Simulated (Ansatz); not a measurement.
Runs of Ansatz 0.2.0 on La2O3. It takes space group P-62m (No. 189, hexagonal). The conventional cell has a = 6.267 Å, b = 6.267 Å, c = 3.300 Å, α = 90.00°, β = 90.00°, γ = 120.00°. La (site symmetry -6) has 6 O at 2.45 Å as nearest neighbours. O (site symmetry m2m) is surrounded by 4 La at 2.45 Å. The cell comes from a database or a generator and needn't be the stable form of this composition.

```tsv
task	level	cell	cutoff (eV)	points for each segment of the path	gap on the mesh (eV)	pressure (GPa)	relaxed volume (Å³/atom)	largest force (eV/Å)
relaxation of cell and atoms	r2SCAN	relaxed	500	-	(b)	0.0	22.93	-
band structure	r2SCAN	as given	500	14	1.85	1.4	-	0.05
band structure	LDA	as given	420	14	1.39	(a)	-	0.07
relaxation of cell and atoms	LDA	relaxed	420	-	(c)	0.0	21.89	-
```

Alike in all rows: potentials or basis Ansatz PAW; no spin polarisation; k mesh 5 × 5 × 8; smearing fermi-dirac 0.05 eV.

Fill in the values left out.

(a) -3.3; (b) 1.92; (c) 1.20.

Caveats: spin-orbit coupling is left out, which moves the levels of the heavy elements; the PAW data sets come from PBE, with cores solved anew for the run's functional, which leaves a small shift of forces and pressure; the magnetic or orbital state may not be the lowest (some runs); odd divisions of the mesh miss points on the zone boundary, where band edges often lie, so the gap on the mesh can be too wide (some runs); the plane-wave basis is chosen anew once the cell has moved, so the energies of steps on either side of that aren't comparable (some runs).

A k mesh can miss the band edges, and the runs leave out spin-orbit coupling on La.
